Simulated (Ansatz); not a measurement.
# W (Pm-3n) in Ansatz: reference runs

How does W come out in PBEsol? The cell is run as given and disturbed.

Everything below comes from runs of Ansatz 0.2.0. Logs are shortened: lines on timing, memory, paths and dates and some standing lists are left out, and cuts for length are marked.

### 1 The crystal as given

The structure is cubic, space group Pm-3n (No. 223). The conventional cell has a = 5.083 Å, b = 5.083 Å, c = 5.083 Å, α = 90.00°, β = 90.00°, γ = 90.00°. W (site symmetry -4m2) is surrounded by 6 W at 2.54 to 2.84 Å. Around W (site symmetry m-3) lie 12 W at 2.84 Å.

This isn't the form of W at room conditions, which is bcc.

### 2 Single point, PBEsol

Input file input.yaml:

```yaml
crystal:
  lattice:
    - [5.083, 0.0, 0.0]
    - [0.0, 5.083, 0.0]
    - [0.0, 0.0, 5.083]
  atoms:
    - { symbol: W, position: [0.5, 0.25, 0.0] }
    - { symbol: W, position: [0.5, 0.75, 0.0] }
    - { symbol: W, position: [0.75, 0.0, 0.5] }
    - { symbol: W, position: [0.25, 0.0, 0.5] }
    - { symbol: W, position: [0.0, 0.5, 0.75] }
    - { symbol: W, position: [0.0, 0.5, 0.25] }
    - { symbol: W, position: [0.5, 0.5, 0.5] }
    - { symbol: W, position: [0.0, 0.0, 0.0] }
hamiltonian:
  xc: pbesol
  pseudopotentials: { kind: paw }
kpoints:
  mp_grid: { grid: [5, 5, 5] }
scf:
  occupations: { method: fermi_dirac, width: 0.05 }
output:
  forces: true
  stress: true
  eigenvalues: true
```

Potentials or basis: Ansatz PAW.

Command:

```sh
$ ansatz run input.yaml --threads 4 --pin off --max-ram 11264MiB --backend cpu --events-out ev --progress --plain --runs-dir out
```

The log of the run:

```text
Warning: RAYON_NUM_THREADS=4 ignored (pool sized by the plan → 4); use --threads N
Engine: ansatz 0.2.0, x86_64-unknown-linux-gnu
Pseudopotentials: kind: paw
Pseudopotential: W, paw, valence charge 14, recommended cutoff 420 eV (normal), W.paw.azcp
Functional definition: PBEsol
  exchange = pbesol_x
  correlation = pbesol_c
Crystal: 8 atoms, lattice volume = 131.329 Å³
Basis set: ecut = 420 eV, 2553 PW (Γ), exchange–correlation on 72×72×72 points (8 copies of the dense FFT grid, shifted against one another)
Bands: 68, of which v1, the nominal top of the filled ones, is band 56 counted from 1 (55 counted from 0)
Symmetry: 48 space group operations
Space group: Pm-3n (ITA 223), of the structure as read, at distance tolerance 5.1e-5 Å
k-points: 10 of 125
Non-local potential: W, projectors of the file, l = 0: 3, l = 1: 2, l = 2: 2, l = 3: 1
PAW form: soft (Blöchl's): semilocal exchange-correlation on the pseudo side does not see the compensation charge
PAW frozen core: W, regenerated for the run's functional, and the local potential with it (the file was generated under x = pbe(κ = 0.804, μ = 0.2195149727645171), c = pbe(β = 0.06672455060314922))
PAW one-centre angular grid: W, 590 points (default); XC on 64 Gauss nodes
Initial density: superposition of atomic densities (neutral atoms: chi_scale 0, normalization atom), corrected by the library's trained network
Initial wavefunctions: pseudopotential atomic-orbital guess
Functional: x = pbesol(κ = 0.804, μ = 0.12345679012345678), c = pbesol(β = 0.046)
SCF iter   1: F=—  HF=-82051.686005 eV  |F-HF|=—  |Δ(HF+E_count)|=         —  Δρ=6.50e-3  dr2=4.16e-2  ethr=1.77e-3  ⟨swp⟩=4.2  Hψ=2507  notcnv=0  defer=8
preconditioner: auto → Kerker (q_TF=auto, 2.657 Å⁻¹)  [metal: Δε(μ)=0.040 eV  Ē_g=4.983 eV  σ=0.050 eV  W_gap=0.20  n_scr=32 (ndim 8)  ℏωp=22.4 eV  f_vac=0.000  D(μ)=2.56/eV (n_scr^D=18)]
SCF iter   2: F=—  HF=-82051.678371 eV  |F-HF|=—  |Δ(HF+E_count)|=   7.63e-3  Δρ=3.63e-3  dr2=1.18e-2  ethr=3.71e-5  ⟨swp⟩=1.0  Hψ=790  notcnv=0  defer=9
SCF iter   3: F=—  HF=-82051.675424 eV  |F-HF|=—  |Δ(HF+E_count)|=   2.95e-3  Δρ=3.05e-4  dr2=6.68e-5  ethr=1.06e-5  ⟨swp⟩=2.0  Hψ=826  notcnv=0  defer=9
SCF iter   4: F=—  HF=-82051.675273 eV  |F-HF|=—  |Δ(HF+E_count)|=   1.51e-4  Δρ=5.57e-5  dr2=1.65e-6  ethr=5.97e-8  ⟨swp⟩=2.1  Hψ=1123  notcnv=0  defer=9
iter 5 did not close the SCF: its close was put off for the readings that it lacked (scf_convergence_deferred on its scf_iter line)
SCF iter   5: F=-82051.675273 eV  HF=-82051.675273 eV  |F-HF|=3.91e-9  |Δ(HF+E_count)|=   2.97e-8  Δρ=7.15e-6  dr2=3.97e-8  ethr=1.48e-9  ⟨swp⟩=2.3  Hψ=894  notcnv=0  defer=9
SCF iter   6: F=-82051.675273 eV  HF=-82051.675273 eV  |F-HF|=5.82e-10  |Δ(HF+E_count)|=   3.97e-9  Δρ=1.27e-6  dr2=1.73e-9  ethr=3.55e-11  ⟨swp⟩=8.6  Hψ=2416  notcnv=0
SCF 1 converged in 6 iterations: F = -82051.675273 eV  dr2 = 1.73e-9
SCF converged after 6 iterations
Free energy (F): -82051.675273 eV
Harris-Foulkes:  -82051.675273 eV  (|F-HF|=5.82e-10)
Internal energy: -82051.653570 eV  (E = F + TS)
E sigma→0 (E₀):  -82051.664422 eV
Entropy (-TS):   -0.021702 eV (-2.713 meV/atom)
Fermi energy:    21.310380 eV
--- Per-component energies (eV) ---
  E_band       = -764.319675
  E_kinetic    = 3591.054398
  E_local      = -5066.095889  (includes V_loc(G=0)·N_el)
  E_nonlocal   = 24.757569
  E_hartree    = 1802.955130
  E_xc         = -2117.760708
  E_vxc        = -1903.873081  (∫ρ·V_xc dr)
  E_paw        = -67487.734331  (= ΣΔE_a)
  E_vpaw       = -1016.072272  (= ΣTr[D̂ρ^β])
  E_aug_tail   = -0.000501  (compensation charges beyond the density's cutoff)
  E_ewald      = -12800.603576
  E_core_change = 1.774337  (= ΣΔE_core)
  E_smearing   = -0.021702  (= −TS)
  E_closure    = 0.000000  (closes the sum)
  Σ components = -82051.675273   (vs F -82051.675273, Δ=0.00e0)
--- Forces (eV/Å), atoms counted from 1 ---
  atom   1  W      0.00000000    -0.00000000     0.00000000
  atom   2  W     -0.00000000     0.00000000     0.00000000
  atom   3  W      0.00000000    -0.00000000    -0.00000000
  atom   4  W      0.00000000     0.00000000    -0.00000000
  atom   5  W     -0.00000000     0.00000000    -0.00000000
  atom   6  W     -0.00000000     0.00000000    -0.00000000
  atom   7  W      0.00000000    -0.00000000     0.00000000
  atom   8  W      0.00000000    -0.00000000     0.00000000
  max |Σ_I F_I| component: 3.47e-17 eV/Å
--- Stress (GPa, compression-positive) ---
       -9.166533      -0.000000       0.000000
       -0.000000      -9.166533       0.000000
       -0.000000       0.000000      -9.166533
  P = ⅓ Tr σ = -9.1665 GPa (-91.665 kbar)
--- Band table (eV; the first three rows and the last of 10) ---
  k-point 0: bands = ["-52.5946", "-52.5507", "-52.5507", "-52.4167", "-52.4167", "-52.4167", "-52.2142", "-52.2030", "-17.6344", "-17.6344", "-17.4988", "-17.2038", "-17.2038", "-17.2038", "-16.8890", "-16.8890", "-16.8890", "-16.6807", "-16.6807", "-16.6807", "-16.5843", "-16.5843", "-16.5843", "-16.2759", "-16.2759", "-16.2759", "-16.2685", "-16.2685", "-16.2685", "-15.8941", "-15.8941", "-15.8941", "12.1357", "15.6153", "15.6153", "16.5477", "17.0585", "17.0585", "17.0585", "17.6674", "17.9822", "17.9822", "17.9822", "18.5701", "18.5701", "18.5701", "18.6643", "19.2843", "19.2843", "19.2989", "19.2989", "19.2989", "19.8972", "19.8972", "20.8833", "20.8833", "20.8833", "22.9375", "22.9375", "22.9375", "22.9913", "22.9913", "22.9913", "23.1423", "23.1423", "24.2420", "24.2420", "25.2323"]
  k-point 1: bands = ["-52.5871", "-52.5531", "-52.5410", "-52.4311", "-52.4167", "-52.4167", "-52.2135", "-52.2045", "-17.6423", "-17.5889", "-17.4192", "-17.1931", "-17.1931", "-17.1279", "-16.9289", "-16.9289", "-16.8350", "-16.6716", "-16.6527", "-16.6527", "-16.6068", "-16.6068", "-16.5936", "-16.3528", "-16.3027", "-16.2649", "-16.2649", "-16.2517", "-16.2517", "-16.0639", "-15.8968", "-15.8968", "12.5003", "15.4375", "15.9592", "15.9922", "17.0425", "17.0425", "17.5565", "17.7408", "17.7688", "17.7688", "18.0187", "18.1193", "18.5296", "18.6119", "18.6724", "18.6724", "19.5197", "19.5197", "19.7868", "19.8144", "20.0111", "20.0810", "20.8214", "20.8214", "21.2501", "21.7577", "22.7066", "22.7066", "22.8931", "23.1935", "23.4112", "23.4112", "23.8888", "24.0020", "24.6264", "25.3350"]
  k-point 2: bands = ["-52.5726", "-52.5605", "-52.5106", "-52.4678", "-52.4167", "-52.4167", "-52.2114", "-52.2080", "-17.6417", "-17.6131", "-17.1768", "-17.1768", "-17.0502", "-16.9711", "-16.9711", "-16.9327", "-16.7820", "-16.6772", "-16.6772", "-16.6476", "-16.6178", "-16.5916", "-16.5916", "-16.5641", "-16.4114", "-16.3919", "-16.2477", "-16.2477", "-16.2268", "-16.2268", "-15.9015", "-15.9015", "13.4788", "14.7165", "15.6641", "16.0237", "16.9490", "16.9490", "17.5456", "17.5456", "17.5606", "17.7762", "18.1251", "18.3009", "18.4609", "18.9150", "18.9150", "19.0789", "19.7058", "19.8159", "20.0538", "20.0948", "20.0948", "20.4994", "20.5236", "20.5236", "21.3390", "22.0538", "22.0538", "22.0699", "22.7503", "23.1340", "23.4464", "23.4615", "24.0116", "24.0614", "24.0614", "24.7356"]
  k-point 9: bands = ["-52.5174", "-52.5100", "-52.5100", "-52.4682", "-52.4682", "-52.4653", "-52.2138", "-52.2135", "-17.1752", "-17.1752", "-17.1636", "-16.9609", "-16.9607", "-16.9607", "-16.9453", "-16.8366", "-16.7385", "-16.7346", "-16.7346", "-16.6414", "-16.6414", "-16.6273", "-16.6273", "-16.5411", "-16.5411", "-16.5179", "-16.3312", "-16.3312", "-16.3310", "-16.3083", "-16.2861", "-16.2861", "15.5722", "16.0529", "16.0529", "16.4022", "16.5402", "16.5402", "16.7706", "16.8858", "18.1302", "18.1302", "18.2584", "18.2584", "18.8279", "18.8279", "19.0477", "19.0477", "19.0768", "19.1049", "19.3276", "19.6332", "19.6332", "20.4255", "20.7734", "20.7734", "22.0146", "22.0146", "22.7649", "23.2165", "23.4163", "23.6345", "23.6345", "23.7361", "23.8780", "23.8780", "24.0206", "24.0206"]
```

Wall time 1.3 s (4 threads of AMD EPYC 7R13 (Zen 3), shared host); peak memory 0.56 GiB.

Results:

```yaml
Free_energy: -82051.6753 eV
Pressure: -9.2 GPa
Band_gap_on_the_k_mesh: none (metal or under the smearing width)
```

Caveat: the PAW data sets come from PBE, with cores solved anew for the run's functional, which leaves a small shift of forces and pressure. The run has no spin-orbit coupling, so splittings on W are missing.

### 3 Single point, PBEsol (atoms moved at random, drawn with an rms of 0.05 Å)

Input file input.yaml:

```yaml
crystal:
  lattice:
    - [5.083, 0.0, 0.0]
    - [0.0, 5.083, 0.0]
    - [0.0, 0.0, 5.083]
  atoms:
    - { symbol: W, position: [0.495253, 0.251599, 0.005013] }
    - { symbol: W, position: [0.506194, 0.751026, -0.009633] }
    - { symbol: W, position: [0.759539, -0.004585, 0.500775] }
    - { symbol: W, position: [0.246771, -0.003472, 0.501097] }
    - { symbol: W, position: [-0.002421, 0.498676, 0.755729] }
    - { symbol: W, position: [0.002918, 0.499187, 0.245377] }
    - { symbol: W, position: [0.501849, 0.497969, 0.502599] }
    - { symbol: W, position: [0.004421, 0.005355, 0.006628] }
hamiltonian:
  xc: pbesol
  pseudopotentials: { kind: paw }
kpoints:
  mp_grid: { grid: [5, 5, 5] }
scf:
  occupations: { method: fermi_dirac, width: 0.05 }
output:
  forces: true
  stress: true
  eigenvalues: true
```

Potentials or basis: Ansatz PAW.

Command:

```sh
$ ansatz run input.yaml --threads 4 --pin off --max-ram 11264MiB --backend cpu --events-out ev --progress --plain --runs-dir out
```

The log of the run:

```text
Warning: RAYON_NUM_THREADS=4 ignored (pool sized by the plan → 4); use --threads N
Engine: ansatz 0.2.0, x86_64-unknown-linux-gnu
[... 68 lines left out ...]
  k-point 2: bands = ["-52.5730", "-52.5573", "-52.5124", "-52.4555", "-52.4187", "-52.4042", "-52.2139", "-52.2091", "-17.6516", "-17.6191", "-17.1893", "-17.1581", "-17.0888", "-17.0006", "-16.9409", "-16.9320", "-16.7844", "-16.6851", "-16.6662", "-16.6481", "-16.6127", "-16.5930", "-16.5851", "-16.5317", "-16.4014", "-16.3883", "-16.2536", "-16.2434", "-16.2317", "-16.2233", "-15.9100", "-15.8786", "13.4802", "14.7209", "15.6617", "16.0136", "16.9399", "16.9962", "17.5001", "17.5262", "17.5773", "17.7815", "18.0992", "18.2971", "18.4869", "18.8221", "18.9805", "19.0842", "19.6874", "19.8662", "20.0532", "20.0776", "20.1345", "20.4004", "20.5104", "20.6537", "21.3235", "21.8885", "22.0055", "22.1658", "22.7415", "23.1529", "23.4110", "23.5426", "23.9502", "24.0262", "24.1541", "24.7081"]
  k-point 62: bands = ["-52.5573", "-52.5468", "-52.5108", "-52.4496", "-52.4326", "-52.4223", "-52.2147", "-52.2106", "-17.5213", "-17.4989", "-17.1621", "-17.1060", "-17.0834", "-16.9790", "-16.9520", "-16.8666", "-16.7886", "-16.7396", "-16.7055", "-16.6352", "-16.6057", "-16.5961", "-16.5877", "-16.5088", "-16.3951", "-16.3743", "-16.2877", "-16.2684", "-16.2591", "-16.2468", "-16.0681", "-16.0403", "14.1159", "15.2287", "15.9691", "16.1586", "16.4911", "16.6665", "17.0756", "17.1774", "17.9091", "18.0941", "18.3809", "18.5351", "18.5882", "18.6544", "18.7824", "19.2052", "19.2747", "19.3897", "19.7484", "19.8883", "20.0954", "20.5122", "20.7695", "20.9313", "21.7363", "21.9836", "22.3832", "22.6022", "22.6890", "22.8705", "23.4221", "23.5470", "23.7603", "24.1832", "24.2594", "24.6949"]
```

It took 9.4 s on 4 threads of AMD EPYC 7R13 (Zen 3), shared host; peak memory 0.74 GiB.

What came out:

```
Free energy            : -82051.5530 eV
Pressure               : -8.7 GPa
Largest force          : 1.247 eV/Å
Band gap on the k mesh : none (metal or under the smearing width)
```

Forces on the atoms (eV/Å):
```
W    0.447 -0.072 -0.174
W   -0.226  0.022  0.697
W   -1.218  0.253  0.080
W    1.174  0.125  0.095
W    0.259  0.097 -0.950
W   -0.086  0.150  1.043
W   -0.069 -0.010 -0.277
W   -0.282 -0.564 -0.513
```

Levels at points of the mesh, in eV from the Fermi level:
| k point | band 52 | band 53 | band 54 | band 55 | band 56 | band 57 | band 58 | band 59 | band 60 | band 61 |
| --- | --- | --- | --- | --- | --- | --- | --- | --- | --- | --- |
| (0.00, 0.00, 0.00) | -1.94 | -1.40 | -1.38 | -0.46 | -0.41 | -0.38 | 1.57 | 1.59 | 1.62 | 1.68 |

Caveat: the PAW data sets come from PBE, with cores solved anew for the run's functional, which leaves a small shift of forces and pressure. Spin-orbit coupling is left out, which matters for the levels of W.
